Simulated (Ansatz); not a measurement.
# Cu under changes of volume

One of the cells (11.810 Å³/atom); the others are scaled copies at fixed shape and fractional positions:

```
CELL_PARAMETERS angstrom
0.00000 1.80750 1.80750
1.80750 0.00000 1.80750
1.80750 1.80750 0.00000
ATOMIC_POSITIONS crystal
Cu 0.00000 0.00000 0.00000
```

```yaml
Program: Ansatz 0.2.0
Functional: LDA
Potentials_or_basis: JTH PAW LDA
Cutoff: 1350 eV
Density_cutoff: 6750 eV
k_mesh: 13 × 13 × 13
Occupations: fermi-dirac, width 0.05 eV
Spin: no spin polarisation
```

```tsv
volume (Å³/atom)	energy over the lowest point (meV/atom)	pressure (GPa)
11.102	0.00	-3.3
11.338	7.42	-6.7
11.574	19.63	-9.8
11.810	36.02	-12.4
12.047	56.10	-14.7
12.283	79.38	-16.8
12.519	?	?
```

Task: What does the run at 12.519 Å³/atom give?

Result: Energy over the lowest point 105.47 meV/atom; pressure -18.6 GPa.

Worked out: A Birch-Murnaghan fit of order 3 (a polynomial in V^(-2/3)) to the other rows has its minimum at 10.90 Å³/atom, just outside them, with B0 = V·E''(V) = 190 GPa and B' = 5.0. It gives 105.42 meV/atom at 12.519 Å³/atom, against the run's 105.47, and -dE/dV = -18.6 GPa, against -18.6.

Energies are extrapolated to zero smearing.
